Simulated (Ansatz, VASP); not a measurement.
One calculation of Ga3Se, two programs

```xyz
4
Lattice="4.3236 0.1135 0.0000 0.1135 4.3236 0.0000 0.0000 0.0000 4.3236" Properties=species:S:1:pos:R:3 pbc="T T T"
Ga    0.0567    2.1618    2.1618
Ga    2.1618    0.0567    2.1618
Ga    2.2186    2.2186    0.0000
Se    0.0000    0.0000    0.0000
```

Change from the starting cell: strain +0.0525 x Voigt [0, 0, 0, 0, 0, 1], atoms carried along.

Alike in both runs: task single point; functional PBE; dispersion D3(BJ); k mesh 12 × 12 × 12; occupations gaussian, width 0.15 eV; no spin polarisation.

|  | VASP | Ansatz |
| --- | --- | --- |
| version | VASP 6.6.1 | Ansatz 0.2.0 |
| potentials or method | VASP PAW PBE potentials, release 64 (Ga_d, Se) | scalar-relativistic, plane waves, PAW |
| plane-wave cutoff (eV) | 520 | 420 |
| valence electrons in the cell | 45 | 55 |

```tsv
	VASP	Ansatz	Ansatz less VASP
gap on the k mesh at the Fermi level (eV)	none	none	-
pressure (GPa)	0.1	0.1	-0.03
largest component of the traceless stress (GPa)	0.50	0.49	-0.009
```

A gap of «none» marks a metal or a gap that the smearing closes. The two sets of potentials don't hold the same shells in valence.

Caveats: pairwise dispersion overbinds metals, which lowers pressure and volume.
